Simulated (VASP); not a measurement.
A run of VASP 6.6.1:

File INCAR:

```
PREC = Accurate
ENCUT = 600
EDIFF = 1E-7
ISMEAR = -1
SIGMA = 0.05
LREAL = False
LASPH = True
NELM = 80
ALGO = Fast
ISIF = 3
LWAVE = False
LCHARG = False
GGA = RP
IBRION = 2
NSW = 40
EDIFFG = -0.01
```

Contents of KPOINTS:

```
regular mesh
0
Gamma
  12 12 12
```

The input POSCAR:

```
Mo
1.0
   -1.5838089719      1.5838089719      1.5838089719
    1.5838089719     -1.5838089719      1.5838089719
    1.5838089719      1.5838089719     -1.5838089719
Mo
1
Direct
    0.0000000000      0.0000000000      0.0000000000
```

Potentials or basis: VASP PAW PBE potentials, release 64 (Mo_sv).

Run with:

```bash
$ cat potpaw_PBE.64/Mo_sv/POTCAR > POTCAR
$ mpirun -np 1 vasp_std > vasp.out
```

Hardware: 1 thread of AMD EPYC 7R13 Processor (Zen 3), with other jobs on the host.

How long does it take, and how much memory?

Run time: 38 s on 1 thread of AMD EPYC 7R13 Processor (Zen 3), on a shared host, peak memory 0.12 GiB. Counts: scf iterations 35, k points 72, ion steps 3.
